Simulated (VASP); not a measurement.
Runs of VASP 6.6.1 on BP. The cell holds a sheet with vacuum, 2 atoms: a = 3.195 Å, b = 3.195 Å, c = 16.000 Å, α = 90.00°, β = 90.00°, γ = 120.00°. The cell was built by a generator and needn't be a form met in nature.

| task | level | cell | k mesh | cutoff (eV) | grid for exact exchange (PRECFOCK) | exchange at q = 0 | dipole correction | screening parameter | gap on the mesh (eV) |
| --- | --- | --- | --- | --- | --- | --- | --- | --- | --- |
| work function | PBE0 | P-6m2, 70.74 Å³/atom | 6 × 6 × 1 | 520 | Fast | default | yes | - | 2.00 |
| relaxation of cell and atoms | PBEsol+D3(BJ) | relaxed | 12 × 12 × 1 | 600 | - | - | no | - | (b) |
| work function | HSE06 | P-6m2, 70.74 Å³/atom | 6 × 6 × 1 | 520 | Fast | - | yes | 0.2 1/A | 1.36 |
| work function | PBEsol | P-6m2, 70.74 Å³/atom | 12 × 12 × 1 | 520 | - | - | yes | - | (a) |
| work function | r2SCAN | P-6m2, 70.74 Å³/atom | 12 × 12 × 1 | 520 | - | - | yes | - | 1.09 |

Alike in all rows: potentials or basis VASP PAW PBE potentials, release 64 (B, P); no spin polarisation; smearing gaussian 0.03 eV.

Question: Fill in the values left out.

Answer: (a) 0.87; (b) 0.86.

Caveats: the PAW data sets were made with another functional, which shifts forces and pressure a little.

A k mesh can miss the band edges.
